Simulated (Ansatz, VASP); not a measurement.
SnO2 in VASP and in Ansatz

Contents of INCAR:

```
ALGO = Normal ; EDIFF = 1E-7
ENCUT = 520 ; GGA = PS
ISIF = 2 ; ISMEAR = 0
LASPH = True ; LCHARG = False
LREAL = False ; LWAVE = False
NBANDS = 20 ; NELM = 60
PREC = Accurate ; SIGMA = 0.05
```

The input KPOINTS:

```
k-points
0
Gamma
  12 12 12
```

Contents of POSCAR:

```
SnO2
1.0
    1.5251500000      0.8805457631      4.0575333333
   -1.5251500000      0.8805457631      4.0575333333
    0.0000000000     -1.7610915261      4.0575333333
Sn O
1 2
Direct
    0.5000000000      0.5000000000      0.5000000000
    0.2414378084      0.2414378084      0.2414378084
    0.7585621916      0.7585621916      0.7585621916
```

Input for Ansatz:

```yaml
crystal:
  lattice:
    - [1.52515, 0.8805457631, 4.0575333333]
    - [-1.52515, 0.8805457631, 4.0575333333]
    - [0.0, -1.7610915261, 4.0575333333]
  atoms:
    - { symbol: Sn, position: [0.5, 0.5, 0.5] }
    - { symbol: O, position: [0.2414378084, 0.2414378084, 0.2414378084] }
    - { symbol: O, position: [0.7585621916, 0.7585621916, 0.7585621916] }
basis:
  ecutwfc: 520.0
kpoints:
  mp_grid: { grid: [12, 12, 12] }
hamiltonian:
  xc: pbesol
  pseudopotentials: { kind: paw, azcp: { folder: soft_1 } }
scf:
  occupations: { method: gaussian, width: 0.05 }
output:
  forces: true
  stress: true
  eigenvalues: true
```

Alike in both runs: task single point; functional PBEsol; k mesh 12 × 12 × 12; occupations gaussian, width 0.05 eV; no spin polarisation.

```csv
,VASP,Ansatz
version,VASP 6.6.1,Ansatz 0.2.0
potentials or method,"VASP PAW PBE potentials, release 64 (Sn_d, O)","scalar-relativistic, plane waves, PAW"
plane-wave cutoff (eV),520,520
valence electrons in the cell,26,26
```

|  | VASP | Ansatz | Ansatz less VASP |
| --- | --- | --- | --- |
| gap on the k mesh at the Fermi level (eV) | 3.08 | 3.09 | +0.009 |
| least direct gap on the mesh (eV) | 3.32 | 3.32 | -0.002 |
| rms of the force components (eV/Å) | 1.300 | 1.251 | -0.0487 |

Atom by atom the forces differ by 0.049 eV/Å (rms over components). Ansatz warned: «pseudo_functional_mismatch».

Caveats: the PAW data sets were made with another functional, which shifts forces and pressure a little (VASP); spin-orbit coupling is left out, which moves the levels of the heavy elements. A hybrid or GW would open this gap; PBEsol tends to underestimate it. A k mesh can miss the band edges.
